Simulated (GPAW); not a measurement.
Ca:

```
Ca
1.0
    -2.24000    2.24000    2.24000
     2.24000   -2.24000    2.24000
     2.24000    2.24000   -2.24000
Ca
1
Direct
  0.00000 0.00000 0.00000
```

This isn't the form of Ca at room conditions, which is fcc.

| Item | Value |
| --- | --- |
| Program | GPAW 26.7.0 |
| Task | single point |
| Functional | PBE |
| Potentials or basis | GPAW PAW data sets (gpaw-data 1.2.1) |
| Cutoff | 600 eV |
| Basis | pw |
| k mesh | 8 × 8 × 8 |
| Occupations | fermi-dirac, width 0.05 eV |
| Spin | no spin polarisation |

On this cell: pressure -0.9 GPa; band gap on the k mesh none (metal or under the smearing width).

The same run follows on a disturbed copy (cell strained at random at fixed volume):

```
Ca
1.0
    -2.25163    2.21383    2.23487
     2.21603   -2.23722    2.22267
     2.28387    2.26947   -2.25827
Ca
1
Direct
  0.01023 0.00536 0.01779
```

**Question.** What does the disturbed cell give?

**Answer.** The energy (extrapolated to zero smearing) moves by +0.7 meV/atom; pressure -0.9 GPa; band gap on the k mesh none (metal or under the smearing width).

Stress tensor (GPa, compression positive):
```
-0.92 -0.17  0.18
-0.17 -0.93  0.11
 0.18  0.11 -0.95
```

Caveats: the cell was measured hot, at 740 K.
